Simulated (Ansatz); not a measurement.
# Ga2O3: relaxation of cell and atoms with r2SCAN

Crystal: Ga2O3.

```
Ga O
1.0
     6.10700   -1.51855    0.00000
     6.10700    1.51855    0.00000
    -1.38599    0.00000    5.63001
Ga O
4 6
Direct
  0.34134 0.34134 0.68598
  0.65866 0.65866 0.31402
  0.90950 0.90950 0.20540
  0.09050 0.09050 0.79460
  0.50410 0.50410 0.74340
  0.49590 0.49590 0.25660
  0.82670 0.82670 0.43680
  0.17330 0.17330 0.56320
  0.83550 0.83550 0.89020
  0.16450 0.16450 0.10980
```

```
Program             : Ansatz 0.2.0
Task                : relaxation of cell and atoms
Functional          : r2SCAN
Potentials or basis : Ansatz PAW
Cutoff              : 500 eV (not typed: the program's choice for these potentials)
k mesh              : 9 × 9 × 5
Occupations         : fermi-dirac, width 0.05 eV
Spin                : no spin polarisation
```

The relaxed volume is 10.51 Å³/atom. The relaxed cell is a = 6.313 Å, b = 6.313 Å, c = 5.809 Å, α = 103.40°, β = 103.40°, γ = 27.86°. The space group after relaxing (to 0.05 Å) is C2/m (No. 12). The energy gained by relaxing is 0.4 meV/atom and the ionic steps are 5. The pressure after relaxing is 0.0 GPa, the largest force after relaxing is 0.010 eV/Å and the band gap on the k mesh is 3.03 eV, indirect (least direct gap 3.05 eV).

Forces in eV/Å, atoms in the order of the input:
```
Ga   0.008  0.000 -0.005
Ga  -0.008  0.000  0.005
Ga  -0.001  0.000 -0.007
Ga   0.001  0.000  0.007
O   -0.006  0.000 -0.003
O    0.006  0.000  0.003
O   -0.001  0.000  0.003
O    0.001  0.000 -0.003
O   -0.002  0.000  0.006
O    0.002  0.000 -0.006
```

Step by step:
```csv
step,energy change (eV),largest force (eV/Å),volume (Å³)
1,0.0000,0.1102,104.42
2,-0.0026,0.0576,104.83
3,-0.0030,0.0203,105.06
4,-0.0031,0.0098,105.06
5,-0.0036,0.0098,105.06
```

Final structure:
```
CELL_PARAMETERS angstrom
6.12776 -1.51982 0.00189
6.12776 1.51982 0.00189
-1.38895 0.00000 5.64025
ATOMIC_POSITIONS crystal
Ga 0.34121 0.34121 0.68571
Ga 0.65879 0.65879 0.31429
Ga 0.90954 0.90954 0.20539
Ga 0.09046 0.09046 0.79461
O 0.50370 0.50370 0.74375
O 0.49630 0.49630 0.25625
O 0.82665 0.82665 0.43647
O 0.17335 0.17335 0.56353
O 0.83583 0.83583 0.89092
O 0.16417 0.16417 0.10908
```

Levels at points of the mesh, in eV from the valence-band top:
| k point | band 42 | band 43 | band 44 | band 45 | band 46 | band 47 |
| --- | --- | --- | --- | --- | --- | --- |
| (0.00, 0.00, 0.00) | -0.48 | -0.27 | -0.02 | 3.03 | 6.41 | 7.45 |

It took 29 s on 4 threads of AMD EPYC 9R45 96-Core Processor (Zen 5), on a shared host, peak memory 1.1 GiB.

Caveat: odd divisions of the mesh miss points on the zone boundary, where band edges often lie, so the gap on the mesh can be too wide; the plane-wave basis is chosen anew once the cell has moved, so the energies of steps on either side of that aren't comparable; the PAW data sets come from PBE, with cores solved anew for the run's functional, which leaves a small shift of forces and pressure. r2SCAN opens gaps a little over a GGA but as a rule still falls short of measured ones.
